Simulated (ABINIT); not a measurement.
The system is TiTe2.

```
Te Ti
1.0
     3.77700    0.00000    0.00000
    -1.88850    3.27098    0.00000
     0.00000    0.00000    6.49800
Te Ti
2 1
Cartesian
  0.0000 2.1807 4.7903
  1.8885 1.0903 1.7077
  0.0000 0.0000 0.0000
```

- Program: ABINIT 10.8.3 (patched build)
- Task: relaxation of cell and atoms
- Functional: WC
- Potentials or basis: JTH PAW PBE v2.0
- Cutoff: 490 eV
- k mesh: 8 × 8 × 4
- Occupations: fermi-dirac, width 0.05 eV
- Spin: no spin polarisation

At the start: pressure -1.8 GPa; volume 26.76 Å³/atom.

Where does the relaxation end?

Over 10 steps the energy falls by 6.0 meV/atom and the volume is 25.61 Å³/atom (-4.3 %); space group P-3m1 (No. 164, to 0.05 Å).

The path:
```tsv
step	energy change (eV)	largest force (eV/Å)	pressure (GPa)	volume (Å³)
1	0.0000	0.0720	-1.83	80.28
2	-0.0047	0.0192	-1.45	79.83
3	-0.0124	0.1665	-0.03	78.18
4	-0.0130	0.1597	-0.01	78.09
5	-0.0171	0.0173	0.02	77.07
6	-0.0172	0.0167	-0.02	77.14
7	-0.0175	0.0126	-0.12	77.24
8	-0.0178	0.0066	-0.16	77.22
9	-0.0181	0.0006	-0.12	77.02
10	-0.0181	0.0011	-0.04	76.84
```

Final structure:
```
Te Ti
1.0
     3.72508    0.00000    0.00000
    -1.86254    3.22602    0.00000
     0.00000    0.00000    6.39458
Te Ti
2 1
Cartesian
  0.0000 2.1507 4.6813
  1.8625 1.0753 1.7133
  0.0000 0.0000 0.0000
```

Caveat: the PAW data sets were made with another functional, which shifts forces and pressure a little; this functional lacks dispersion, which binds the layers, so the pressure and a relaxed spacing across them are unreliable.
